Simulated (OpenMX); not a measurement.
AlN:

```
Al N
1.0
     0.00000    2.18399    2.18399
     2.18399    0.00000    2.18399
     2.18399    2.18399    0.00000
Al N
1 1
Direct
  0.00000 0.00000 0.00000
  0.25000 0.25000 0.25000
```

Measurements of this composition are mostly on another form, of space group No. 186.

Base run:

| Item | Value |
| --- | --- |
| Program | OpenMX 3.8.5 |
| Functional | PBE |
| Potentials or basis | OpenMX 2013 PBE set, Al7.0-s2p2d1, N6.0-s2p2d1, grid cutoff 400 Ry |
| k mesh | 11 × 11 × 11 |
| Occupations | fermi-dirac, width 0.05 eV |
| Spin | no spin polarisation |

Its results: band gap on the k mesh 3.39 eV, indirect (least direct gap 5.03 eV); pressure 4.0 GPa.

Task: The run is repeated on the same cell with these changes: potentials or basis from OpenMX 2013 PBE set, Al7.0-s2p2d1, N6.0-s2p2d1, grid cutoff 400 Ry to OpenMX 2013 PBE set, Al7.0-s2p1d1, N6.0-s2p2, grid cutoff 400 Ry. What comes out?

Result: Band gap on the k mesh 3.43 eV, indirect (least direct gap 5.01 eV); pressure 5.4 GPa.

Caveats: the basis of atomic orbitals isn't converged, which shifts pressures, moduli and gaps; an odd mesh through Γ misses points on the zone boundary, where band edges often lie (some runs); the mesh misses the band edges, which the band path finds closer together (some runs).

Not every run made on this cell is shown here.
